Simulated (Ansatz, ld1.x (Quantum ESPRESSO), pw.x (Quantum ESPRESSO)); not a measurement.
# Ir (Z = 77): one change to the TM potential, in the atom and in the bcc crystal

ld1.x (Quantum ESPRESSO) 7.5 input, shortened:

```
&input
   title='Ir', zed=77., rel=1, dft='PBE', iswitch=3,
   config='[Xe] 4f14 5d7 6s1.5 6p0'
 /
 &inputp
   pseudotype=2, tm=.true., lloc=0,
   nlcc=.true., rcore=0.90
 /
3
6P  2  1   0.00   0.00  2.35  2.35  0.0
5D  3  2   7.00   0.00  1.25  1.25  0.0
6S  1  0   1.50   0.00  2.05  2.05  0.0
 &test
   configts(1)='5d7 6s1.5 6p0'
 /
```

Change: local potential all-electron potential smoothed inside 1.30 bohr (lloc = -1).

Cutoffs, loose and tight: the cutoffs (Ry, on a coarse ladder) from which the occupation-weighted sum of valence levels, in a spherical-Bessel basis at the reference potential, stays within 10 and 1 mRy of its value at 400 Ry. They do not see the model core or the augmentation charge, which bear on the density cutoff. Test errors are all-electron minus pseudo excitation energies from the reference, over the configurations 5d7 6s2 6p0; 5d7 6s1 6p0; 5d7 6s0 6p0; 5d7 6s0 6p1; 5d7 6s0 6p2; 5d6 6s0 6p0; 5d7 6s1 6p1; variants that change the core or the reference have their own tests.

Crystal test: bcc Ir in pw.x 7.5, no spin, 15³ k-points, Fermi–Dirac smearing 0.01 Ry, cutoffs set for each file from its atomic test. The reference is all-electron LAPW (Ansatz 0.2.0) with the same functional, mesh and smearing; V0 and B0 come from Birch–Murnaghan fits to the pressures at five volumes. Errors are pseudo minus all-electron; Δ is the rms difference of the E(V) curves that follow from these fits, minima aligned, over ±6 % about the mean V0. Mesh and smearing are coarse, so the numbers serve the comparison and aren't converged zero-temperature values; the lattice is a test structure that the element need not adopt.

All-electron: a0 = 3.113 Å (V0 = 15.09 Å³/atom), B0 = 303.1 GPa.

Q: Does the change bring the crystal closer to the all-electron result?

A: The mean pressure error goes from +10.60 to +50.32 GPa, so the change moves the solid further from the all-electron pressures.

```csv
quantity,base,changed
outcome (atom),generated,generated
"cutoff, loose (atom)",40 Ry,40 Ry
"cutoff, tight (atom)",70 Ry,70 Ry
bound ghosts (atom),none,"s, p"
largest test error (meV) (atom),-158,-84
cutoffs in pw.x (Ry),85/340,85/340
a0 (Å),3.148,–
a0 error (%),+1.12,–
B0 error (%),-3.5,–
Δ (meV/atom),33.5,–
mean pressure error (GPa),+10.60,+50.32
```

A dash: not determined, or the minimum lies outside the volumes sampled.

Base: This is a poor potential for the solid. Changed file: This is a poor potential for the solid. Note: ghost states, extra bound levels that the all-electron valence spectrum of the same l lacks: s at -207.6 eV, p at -83.1 eV. A true bound ghost makes a file unfit for plane-wave use. The atomic cutoffs weigh occupied waves only.
